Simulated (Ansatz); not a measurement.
Input and command of a plane-wave DFT calculation in Ansatz:

```yaml
crystal:
  lattice:
    - [0.0, -8.405858077, 0.0]
    - [0.0, -4.2029290385, -8.405858077]
    - [8.405858077, -4.2029290385, 0.0]
  atoms:
    - { symbol: Cs, position: [0.5, 0.0, 0.0] }
    - { symbol: Cs, position: [1.0, 0.0, 0.0] }
    - { symbol: Cs, position: [0.25, 0.5, 0.0] }
    - { symbol: Cs, position: [0.75, 0.5, 0.0] }
    - { symbol: Cs, position: [0.25, 0.0, 0.5] }
    - { symbol: Cs, position: [0.5, 0.5, 0.5] }
    - { symbol: Cs, position: [0.75, 0.0, 0.5] }
    - { symbol: Cs, position: [0.0, 0.5, 0.5] }
    - { symbol: Cl, position: [0.5, 0.25, 0.25] }
    - { symbol: Cl, position: [0.0, 0.25, 0.25] }
    - { symbol: Cl, position: [0.25, 0.75, 0.25] }
    - { symbol: Cl, position: [0.75, 0.75, 0.25] }
    - { symbol: Cl, position: [0.25, 0.25, 0.75] }
    - { symbol: Cl, position: [0.5, 0.75, 0.75] }
    - { symbol: Cl, position: [0.75, 0.25, 0.75] }
    - { symbol: Cl, position: [0.0, 0.75, 0.75] }
    - { symbol: H, position: [0.0280957415, 0.7368098288, -0.0191702621], spin: 1.0 }
basis:
  ecutwfc: 420
  xc_grid: 2
kpoints:
  mp_grid: { grid: [2, 2, 2], shift: [0.0, 0.0, 0.0] }
hamiltonian:
  xc: pbe
scf:
  occupations: { method: gaussian, width: 0.02 }
output:
  forces: true
  stress: false
  eigenvalues: true
  populations: true
  write_density: true
  write_potential: true
  elf: true
  volumetric_format: npy
magnetization:
  spin_polarized: true
relax:
  adjacent_minimum: "off"
  f_tol: 0.02
  max_steps: 60
```

```bash
ansatz run input.yaml --threads 4 --pin off --max-ram 8192MiB --backend cpu --events-out ev --progress --plain --runs-dir out
```

Processor: Intel(R) Xeon(R) Platinum 8259CL CPU @ 2.50GHz (Skylake/Cascade Lake), 4 threads, on a host shared with other jobs.

Question: Estimate time, memory and problem size.

Answer: About 2.1 min on 4 threads of Intel(R) Xeon(R) Platinum 8259CL CPU @ 2.50GHz (Skylake/Cascade Lake) (shared host), peak memory 1.9 GiB. It solves 82 bands at 8 k points (the mesh reduced by the symmetry that the task leaves, which can be less than the crystal's) with about 11619 plane waves, in 56 SCF iterations over 9 ionic steps.
